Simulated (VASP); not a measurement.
# SnTe (Fm-3m) in VASP: a series of runs

Aim: see how the results for SnTe move with the level of theory and the settings. Levels: LDA, BLYP, PBE, r2SCAN. Tasks: single point.

Program: VASP 6.6.1. These are calculated values, not measurements. Logs are shortened: lines on timing, memory, paths and dates and some standing lists are left out, and cuts for length are marked.

**What was measured.**

A printed reference work, textbook reports, for a bulk crystal of SnTe at 300 K: band gap 0.18 eV (direct).

The runs below are set against these values where they give the same quantity.

## 1. The cell of the first run

It takes space group Fm-3m (No. 225, cubic). The conventional cell has a = 6.302 Å, b = 6.302 Å, c = 6.302 Å, α = 90.00°, β = 90.00°, γ = 90.00°. Within 4.1 Å of Sn (site symmetry m-3m) lie 6 Te at 3.15 Å. Te (site symmetry m-3m) has 6 Sn at 3.15 Å within 4.1 Å.

## 2. Single point, LDA

File INCAR:

```
SYSTEM = SnTe
ALGO     = Normal         ! electronic algorithm
EDIFF    = 1E-6           ! SCF threshold, eV
ENCUT    = 520            ! plane-wave cutoff, eV
GGA      = CA             ! functional
ISIF     = 2              ! what is computed and relaxed
ISMEAR   = -1             ! smearing method
LASPH    = .True.         ! aspherical terms in the spheres
LCHARG   = .False.        ! write CHGCAR
LREAL    = .False.        ! projectors in reciprocal space
LWAVE    = .False.        ! write WAVECAR
NBANDS   = 17             ! bands
NELM     = 80             ! most SCF steps
PREC     = Accurate       ! precision mode
SIGMA    = 0.1            ! smearing width, eV
```

File KPOINTS:

```
k-points
0
Gamma
  6 6 6
  0 0 0
```

File POSCAR:

```
SnTe
1.0
    0.0000000000      3.1508500000      3.1508500000
    3.1508500000      0.0000000000      3.1508500000
    3.1508500000      3.1508500000      0.0000000000
Sn Te
1 1
Direct
    0.0000000000      0.0000000000      0.0000000000
    0.5000000000      0.5000000000      0.5000000000
```

Potentials or basis: VASP PAW LDA potentials, release 64 (Sn_d, Te).

Run with:

```bash
> cat potpaw_LDA.64/Sn_d/POTCAR potpaw_LDA.64/Te/POTCAR > POTCAR
> mpirun -np 1 vasp_std > vasp.out
```

OUTCAR:

```text
SYSTEM = SnTe
   EDIFF = 1E-6
   ENCUT = 520
   GGA = CA
   ISIF = 2
   ISMEAR = -1
   LASPH = .True.
   LREAL = .False.
   NELM = 80
   PREC = Accurate

 ion  position               nearest neighbor table
   1  0.000  0.000  0.000-   2 3.15   2 3.15   2 3.15   2 3.15   2 3.15   2 3.15
   2  0.500  0.500  0.500-   1 3.15   1 3.15   1 3.15   1 3.15   1 3.15   1 3.15

  LATTYP: Found a face centered cubic cell.
 ALAT       =     6.3017000000

  Lattice vectors:

 A1 = (   0.0000000000,   3.1508500000,   3.1508500000)
 A2 = (   3.1508500000,   0.0000000000,   3.1508500000)
 A3 = (   3.1508500000,   3.1508500000,   0.0000000000)

Analysis of symmetry for initial positions (statically):
=====================================================================
 Subroutine PRICEL returns:
 Original cell was already a primitive cell.

 Routine SETGRP: Setting up the symmetry group for a
 face centered cubic supercell.

 Subroutine GETGRP returns: Found 48 space group operations
 (whereof 48 operations were pure point group operations)
 out of a pool of 48 trial point group operations.

The static configuration has the point symmetry O_h .

Analysis of symmetry for dynamics (positions and initial velocities):
=====================================================================
 Subroutine PRICEL returns:
 Original cell was already a primitive cell.

 Routine SETGRP: Setting up the symmetry group for a
 face centered cubic supercell.

 Subroutine GETGRP returns: Found 48 space group operations
 (whereof 48 operations were pure point group operations)
 out of a pool of 48 trial point group operations.

The dynamic configuration has the point symmetry O_h .

 Subroutine INISYM returns: Found 48 space group operations
 (whereof 48 operations are pure point group operations),
 and found     1 'primitive' translations

----------------------------------------------------------------------------------------

                                     Primitive cell

  volume of cell :      62.5624

  direct lattice vectors                    reciprocal lattice vectors
     0.000000000  3.150850000  3.150850000    -0.158687338  0.158687338  0.158687338
     3.150850000  0.000000000  3.150850000     0.158687338 -0.158687338  0.158687338
     3.150850000  3.150850000  0.000000000     0.158687338  0.158687338 -0.158687338

  length of vectors
     4.455974803  4.455974803  4.455974803     0.274854533  0.274854533  0.274854533

  position of ions in fractional coordinates (direct lattice)
     0.000000000  0.000000000  0.000000000
     0.500000000  0.500000000  0.500000000

  ion indices of the primitive-cell ions
   primitive index   ion index
                 1           1
                 2           2

----------------------------------------------------------------------------------------

 KPOINTS: k-points

Automatic generation of k-mesh.
 Grid dimensions read from file:
 generate k-points for:    6    6    6

 Generating k-lattice:

  Cartesian coordinates                     Fractional coordinates (reciprocal lattice)
    -0.026447890  0.026447890  0.026447890     0.166666667  0.000000000  0.000000000
     0.026447890 -0.026447890  0.026447890     0.000000000  0.166666667  0.000000000
     0.026447890  0.026447890 -0.026447890     0.000000000  0.000000000  0.166666667

  Length of vectors
     0.045809089  0.045809089  0.045809089

  Shift w.r.t. Gamma in fractional coordinates (k-lattice)
     0.000000000  0.000000000  0.000000000

 Subroutine IBZKPT returns following result:
 ===========================================

 Found     16 irreducible k-points:

 Following reciprocal coordinates:
            Coordinates               Weight
  0.000000  0.000000  0.000000      1.000000
  0.166667  0.000000  0.000000      8.000000
  0.333333  0.000000  0.000000      8.000000
  0.500000  0.000000  0.000000      4.000000
  0.166667  0.166667  0.000000      6.000000
  0.333333  0.166667  0.000000     24.000000
[... 8 lines left out ...]
 -0.333333  0.333333  0.166667     24.000000
 -0.333333  0.500000  0.166667     12.000000
   k-points           NKPTS =     16   k-points in BZ     NKDIM =     16   number of bands    NBANDS=     17
   number of dos      NEDOS =    301   number of ions     NIONS =      2
   total plane-waves  NPLWV =  46656
   dimension x,y,z NGX =    36 NGY =   36 NGZ =   36
   dimension x,y,z NGXF=    72 NGYF=   72 NGZF=   72
   ions per type =               1   1
   NGX,Y,Z   is equivalent  to a cutoff of  13.43, 13.43, 13.43 a.u.
   NGXF,Y,Z  is equivalent  to a cutoff of  26.86, 26.86, 26.86 a.u.
 SYSTEM =  SnTe
   PREC   = accura    normal or accurate (medium, high low for compatibility)
   ISTART =      0    job   : 0-new  1-cont  2-samecut
   ICHARG =      2    charge: 1-file 2-atom 10-const
   ISPIN  =      1    spin polarized calculation?
   LNONCOLLINEAR =      F non collinear calculations
   LSORBIT =      F    spin-orbit coupling
   LASPH  =      T    aspherical Exc in radial PAW
   ENCUT  =  520.0 eV  38.22 Ry    6.18 a.u.   8.29  8.29  8.29*2*pi/ulx,y,z
   NELM   =     80;   NELMIN=  2; NELMDL= -5     # of ELM steps
   EDIFF  = 0.1E-05   stopping-criterion for ELM
   LREAL  =      F    real-space projection
[... 7 lines left out ...]
   TEBEG  =    0.0;   TEEND  =   0.0 temperature during run
   PSTRESS=    0.0 pullay stress
   NELECT =      20.0000    total number of electrons
   NUPDOWN=      -1.0000    fix difference up-down
   EMIN   =  10.00;   EMAX   =-10.00  energy-range for DOS
   EFERMI =   0.00;   METHOD = LEGACY
   ISMEAR =    -1;   SIGMA  =   0.10  broadening in eV -4-tet -1-fermi 0-gaus
   EFERMI_NEDOS =   21; number of points for ismear=-14 and -15
   IALGO  =     38    algorithm
   IMIX   =      4    mixing-type and parameters
     AMIX     =   0.40;   BMIX     =  1.00
     AMIX_MAG =   1.60;   BMIX_MAG =  1.00
  volume/ion in A,a.u.               =      31.28       211.10
  Fermi-wavevector in a.u.,A,eV,Ry     =   1.119387  2.115336 17.048485  1.253028
  Thomas-Fermi vector in A             =   2.256026
   LORBIT       =      0    0 simple, 1 ext, 2 COOP (PROOUT), +10 PAW based schemes
   GGA     = CA    functional components
   LHFCALC =     F    Hartree Fock is set to
   AEXX    =    0.0000 exact exchange contribution
   IVDW    =     0    specifies the selected vdW correction
   LEPSILON=     F    determine dielectric tensor
   LRPA    =     F    only Hartree local field effects (RPA)
 non-spin polarized calculation
  energy-cutoff  :      520.00
  volume of cell :       62.56
 maximum number of plane-waves:      1700
 NGX is ok and might be reduce to    36
   NGX = 17   NGY = 17   NGZ = 17

 number of electron      19.9999998 magnetization

 Free energy of the ion-electron system (eV)
  ---------------------------------------------------
  ext. energy  EPLUGINS =         0.00000000
  ---------------------------------------------------
  free energy    TOTEN  =        -8.82909055 eV

  energy without entropy =       -8.82143575  energy(sigma->0) =       -8.82526315

 E-fermi :   6.7340     XC(G=0):  -9.7414

 val. band max:        6.6816107601   @ k =   0.5000   0.0000   0.0000
 cond. band min:       6.7997761631   @ k =   0.5000   0.0000   0.0000
 fundamental gap:      0.1181654030
 Fermi energy:         6.7339510930

 k-point     1 :       0.0000    0.0000    0.0000
  band No.  band energies     occupation
      1     -15.0664      2.00000
      2     -15.0664      2.00000
      3     -15.0570      2.00000
      4     -15.0570      2.00000
      5     -15.0570      2.00000
      6      -6.0843      2.00000
[... 9 lines left out ...]
     16      11.5113      0.00000
     17      13.4961      0.00000

 k-point     2 :       0.1667    0.0000    0.0000
  band No.  band energies     occupation
      1     -15.0675      2.00000
      2     -15.0675      2.00000
      3     -15.0566      2.00000
      4     -15.0555      2.00000
      5     -15.0555      2.00000
      6      -5.8531      2.00000
[... 9 lines left out ...]
     16      12.0659      0.00000
     17      15.1619      0.00000

 k-point     3 :       0.3333    0.0000    0.0000
  band No.  band energies     occupation
      1     -15.0701      2.00000
      2     -15.0701      2.00000
      3     -15.0558      2.00000
      4     -15.0519      2.00000
      5     -15.0519      2.00000
      6      -5.2509      2.00000
[... 9 lines left out ...]
     16      13.5793      0.00000
     17      17.3373      0.00000

 k-point     4 :       0.5000    0.0000    0.0000
  band No.  band energies     occupation
      1     -15.0716      2.00000
      2     -15.0716      2.00000
      3     -15.0554      2.00000
      4     -15.0501      2.00000
      5     -15.0501      2.00000
      6      -4.8027      2.00000
[... 9 lines left out ...]
     16      15.5753      0.00000
     17      15.5753      0.00000

 k-point     5 :       0.1667    0.1667    0.0000
  band No.  band energies     occupation
      1     -15.0703      2.00000
      2     -15.0652      2.00000
      3     -15.0580      2.00000
      4     -15.0543      2.00000
      5     -15.0543      2.00000
      6      -5.7776      2.00000
[... 9 lines left out ...]
     16      12.9280      0.00000
     17      13.9538      0.00000

 k-point     6 :       0.3333    0.1667    0.0000
  band No.  band energies     occupation
      1     -15.0737      2.00000
      2     -15.0660      2.00000
      3     -15.0575      2.00000
      4     -15.0519      2.00000
      5     -15.0511      2.00000
      6      -5.2999      2.00000
[... 9 lines left out ...]
     16      14.4213      0.00000
     17      15.7976      0.00000
[... 121 lines left out ...]
 k-point    13 :       0.5000    0.5000    0.0000
  band No.  band energies     occupation
      1     -15.0844      2.00000
      2     -15.0616      2.00000
      3     -15.0610      2.00000
      4     -15.0459      2.00000
      5     -15.0459      2.00000
      6      -4.5045      2.00000
[... 9 lines left out ...]
     16      17.2503      0.00000
     17      17.8115      0.00000

 k-point    14 :       0.5000    0.3333    0.1667
  band No.  band energies     occupation
      1     -15.0764      2.00000
      2     -15.0665      2.00000
      3     -15.0567      2.00000
      4     -15.0505      2.00000
      5     -15.0489      2.00000
      6      -4.8267      2.00000
[... 9 lines left out ...]
     16      15.0960      0.00000
     17      15.7711      0.00000

 k-point    15 :      -0.3333    0.3333    0.1667
  band No.  band energies     occupation
      1     -15.0769      2.00000
      2     -15.0677      2.00000
      3     -15.0537      2.00000
      4     -15.0528      2.00000
      5     -15.0474      2.00000
      6      -4.5210      2.00000
[... 9 lines left out ...]
     16      16.5806      0.00000
     17      16.6966      0.00000

 k-point    16 :      -0.3333    0.5000    0.1667
  band No.  band energies     occupation
      1     -15.0805      2.00000
      2     -15.0650      2.00000
      3     -15.0573      2.00000
      4     -15.0498      2.00000
      5     -15.0459      2.00000
      6      -4.4380      2.00000
[... 9 lines left out ...]
     16      16.8233      0.00000
     17      17.9451      0.00000

------------------------ aborting loop because EDIFF is reached ----------------------------------------

  FORCE on cell =-STRESS in cart. coord.  units (eV):
  Direction    XX          YY          ZZ          XY          YZ          ZX
  --------------------------------------------------------------------------------------
  -------------------------------------------------------------------------------------
  Total       -0.5716054     -0.5716054     -0.5716054     -0.0000000     -0.0000000      0.0000000
  in kB      -14.6384039    -14.6384039    -14.6384039     -0.0000000     -0.0000000      0.0000000
  external PRESSURE =     -14.6384039 kB  Pullay stress =       0.0000000 kB

 VOLUME and BASIS-vectors are now :
 -----------------------------------------------------------------------------
  energy-cutoff  :      520.00
  volume of cell :       62.56
      direct lattice vectors                 reciprocal lattice vectors
     0.000000000  3.150850000  3.150850000    -0.158687338  0.158687338  0.158687338
     3.150850000  0.000000000  3.150850000     0.158687338 -0.158687338  0.158687338
     3.150850000  3.150850000  0.000000000     0.158687338  0.158687338 -0.158687338

 POSITION                                       TOTAL-FORCE (eV/Angst)
 -----------------------------------------------------------------------------------
      0.00000      0.00000      0.00000         0.000000      0.000000     -0.000000
      3.15085      3.15085      3.15085        -0.000000     -0.000000      0.000000
 -----------------------------------------------------------------------------------
    total drift:                               -0.000000      0.000000      0.000000

  FREE ENERGIE OF THE ION-ELECTRON SYSTEM (eV)
  ---------------------------------------------------
  free  energy   TOTEN  =        -8.8290905490 eV

  energy  without entropy=       -8.8214357496  energy(sigma->0) =       -8.82526315
```

Wall time 12 s (1 thread of AMD EPYC 9R45 (Zen 5), shared host); peak memory 0.14 GiB.

What came out:

* Free energy: -8.8291 eV
* Pressure: -1.5 GPa
* Band gap on the k mesh: 0.12 eV, direct

Caveat: spin-orbit coupling is left out, which moves the levels of the heavy elements.

## 3. Single point, BLYP

File INCAR:

```
PREC = Accurate ; ENCUT = 520
EDIFF = 1E-6 ; ISMEAR = -1
SIGMA = 0.1 ; LREAL = F
LASPH = T ; NELM = 80
ALGO = Normal ; ISIF = 2
LWAVE = F ; LCHARG = F
GGA = B5 ; ALDAX = 1.0
AGGAX = 1.0 ; AGGAC = 1.0
ALDAC = 0.0 ; NBANDS = 17
```

File KPOINTS:

```
regular mesh
0
Gamma
  6 6 6
```

POSCAR is that of step 2.

Potentials or basis: VASP PAW PBE potentials, release 64 (Sn_d, Te).

Run with:

```bash
> cat potpaw_PBE.64/Sn_d/POTCAR potpaw_PBE.64/Te/POTCAR > POTCAR
> mpirun -np 1 vasp_std > vasp.out
```

It took 27 s on 1 thread of AMD EPYC 9R45 (Zen 5), shared host; peak memory 0.17 GiB.

Results (log left out):

- Free energy: -6.1665 eV
- Pressure: 6.2 GPa
- Band gap on the k mesh: 0.06 eV, direct

Levels at points of the mesh, in eV from the valence-band top:
```csv
k point,band 6,band 7,band 8,band 9,band 10,band 11,band 12,band 13,band 14,band 15
"(0.00, 0.00, 0.00)",-12.87,-4.89,-2.23,-2.23,-2.23,3.21,3.21,3.21,4.92,4.92
"(0.50, 0.00, 0.00)",-11.60,-8.45,-1.86,-1.86,0.00,0.06,0.30,0.30,8.01,8.84
"(0.50, 0.50, 0.00)",-11.31,-6.67,-5.55,-3.78,-3.78,2.44,4.75,4.75,6.23,9.04
```

Caveat: the PAW data sets were made with another functional, which shifts forces and pressure a little; spin-orbit coupling is left out, which moves the levels of the heavy elements. A k mesh can miss the band edges.

## 4. Single point, PBE

File INCAR:

```
PREC = Accurate ; ENCUT = 520
EDIFF = 1E-7 ; ISMEAR = -1
SIGMA = 0.1 ; LREAL = False
LASPH = True ; NELM = 60
ALGO = Normal ; ISIF = 2
LWAVE = False ; LCHARG = False
GGA = PE ; NBANDS = 17
```

KPOINTS is that of step 3.

POSCAR is that of step 3.

Run with:

```bash
> cat potpaw_PBE.64/Sn_d/POTCAR potpaw_PBE.64/Te/POTCAR > POTCAR
> mpirun -np 1 vasp_std > vasp.out
```

It took 15 s on 1 thread of AMD EPYC 9R45 (Zen 5), shared host; peak memory 0.17 GiB.

The run converged. Its results:

```
Free energy            : -7.5465 eV
Pressure               : 2.3 GPa
Band gap on the k mesh : 0.10 eV, direct
```

Levels at points of the mesh, in eV from the valence-band top:
```csv
k point,band 7,band 8,band 9,band 10,band 11,band 12,band 13,band 14
"(0.00, 0.00, 0.00)",-4.69,-2.16,-2.16,-2.16,3.34,3.34,3.34,4.74
"(0.50, 0.00, 0.00)",-8.35,-1.82,-1.82,0.00,0.10,0.36,0.36,7.77
"(0.50, 0.50, 0.00)",-6.48,-5.59,-3.76,-3.76,2.16,4.92,4.92,6.38
```

Caveat: spin-orbit coupling is left out, which moves the levels of the heavy elements.

## 5. Single point, r2SCAN

POSCAR is that of step 4.

File INCAR.step1:

```
PREC = Accurate
ENCUT = 520
ISMEAR = -1
SIGMA = 0.1
LREAL = F
LASPH = T
NELM = 100
NBANDS = 17
GGA = PE
ALGO = Normal
EDIFF = 1E-4
LWAVE = T
LCHARG = F
```

File INCAR.step2:

```
PREC = Accurate
ENCUT = 520
EDIFF = 1E-6
ISMEAR = -1
SIGMA = 0.1
LREAL = F
LASPH = T
NELM = 100
ALGO = Normal
ISIF = 2
LWAVE = F
LCHARG = T
METAGGA = R2SCAN
LMIXTAU = T
LELF = T
LVHAR = T
NBANDS = 17
ISTART = 1
```

File KPOINTS:

```
Automatic mesh
0
Gamma
  6 6 6
```

Run with:

```bash
> cat potpaw_PBE.64/Sn_d/POTCAR potpaw_PBE.64/Te/POTCAR > POTCAR
> cp INCAR.step1 INCAR
> mpirun -np 1 vasp_std > vasp.out
> cp INCAR.step2 INCAR
> mpirun -np 1 vasp_std > vasp.out
```

Wall time 53 s (1 thread of AMD EPYC 9R45 (Zen 5), shared host); peak memory 0.18 GiB.

It converged, with:

```yaml
Free_energy: -50.6766 eV
Pressure: 1.6 GPa
```

Levels at points of the mesh, in eV from the Fermi level:
```tsv
k point	band 8	band 9	band 10	band 11	band 12	band 13
(0.00, 0.00, 0.00)	-2.55	-2.55	-2.55	3.38	3.38	3.38
(0.50, 0.00, 0.00)	-2.18	-2.18	0.03	0.06	0.22	0.22
(0.50, 0.50, 0.00)	-6.04	-4.18	-4.18	2.26	5.06	5.06
```

Caveat: the PAW data sets were made with another functional, which shifts forces and pressure a little; spin-orbit coupling is left out, which moves the levels of the heavy elements.

## 6. Summary

| level | potentials or basis | gap on the mesh (eV) | pressure (GPa) |
| --- | --- | --- | --- |
| LDA | VASP PAW LDA potentials, release 64 (Sn_d, Te) | 0.12 | -1.5 |
| BLYP | VASP PAW PBE potentials, release 64 (Sn_d, Te) | 0.06 | 6.2 |
| PBE | VASP PAW PBE potentials, release 64 (Sn_d, Te) | 0.10 | 2.3 |
| r2SCAN | VASP PAW PBE potentials, release 64 (Sn_d, Te) | - | 1.6 |

Alike in all rows: task single point; no spin polarisation; cell as given; k mesh 6 × 6 × 6; cutoff (eV) 520; smearing fermi-dirac 0.1 eV.

Caveats: spin-orbit coupling is left out, which moves the levels of the heavy elements; the PAW data sets were made with another functional, which shifts forces and pressure a little (some runs).

Absolute energies hang on the potentials; compare differences alone.

## 7. How close it comes

Step 2. A measured gap of SnTe is 0.18 eV (direct; 300 K; a printed reference work, textbook); the calculated 0.12 eV misses it by -0.06 eV. Spin-orbit coupling on Sn, Te is left out. The value is that of LDA on a finite k mesh, which can miss the band edges, without temperature or zero-point motion. Semilocal functionals fall short of measured gaps as a rule.

Step 4. A measured gap of SnTe is 0.18 eV (direct; 300 K; a printed reference work, textbook); the calculated 0.10 eV misses it by -0.08 eV. Spin-orbit coupling on Sn, Te is left out. The value is that of PBE on a finite k mesh, which can miss the band edges, without temperature or zero-point motion. Semilocal functionals fall short of measured gaps as a rule.
